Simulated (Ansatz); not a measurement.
This Ansatz 0.2.0 run on Pd needs a look.

The input input.yaml:

```yaml
crystal:
  lattice:
    - [0.0, 1.9465, 1.9465]
    - [1.9465, 0.0, 1.9465]
    - [1.9465, 1.9465, 0.0]
  atoms:
    - { symbol: Pd, position_ang: [0.0, 0.0, 0.0] }
hamiltonian:
  xc: blyp
  pseudopotentials: { kind: paw_fr }
magnetization:
  noncollinear: true
  spin_orbit: true
kpoints:
  mp_grid: { grid: [12, 12, 12] }
  band_path:
    path:
      - [[0.0, 0.0, 0.0], [0.5, 0.0, 0.5], [0.5, 0.25, 0.75], [0.375, 0.375, 0.75], [0.0, 0.0, 0.0], [0.5, 0.5, 0.5], [0.625, 0.25, 0.625], [0.5, 0.25, 0.75], [0.5, 0.5, 0.5], [0.375, 0.375, 0.75]]
      - [[0.625, 0.25, 0.625], [0.5, 0.0, 0.5]]
    npoints: 14
scf:
  n_extra_bands: 6
  max_iter: 75
output:
  forces: true
  stress: true
  eigenvalues: true
  fatbands: false
```

Potentials or basis: Ansatz PAW.

The run is started by

```sh
$ ansatz run input.yaml --threads 1 --pin off --max-ram 2560MiB --backend cpu --events-out ev --progress --plain --runs-dir out
```

Output:

```text
Error: YAML parse error: `scf.occupations.method` is required: fixed only where the cell keeps a band gap throughout the run, explicit beside scf.occupations.values (under evaluate: without them), else a smearing such as fermi_dirac (scf.occupations.width is optional; its entry in the input reference gives the default)
```

Diagnose the run.

The input was rejected before any iteration. The input holds a flaw that was put in on purpose: no occupation method (scf.occupations = left out).
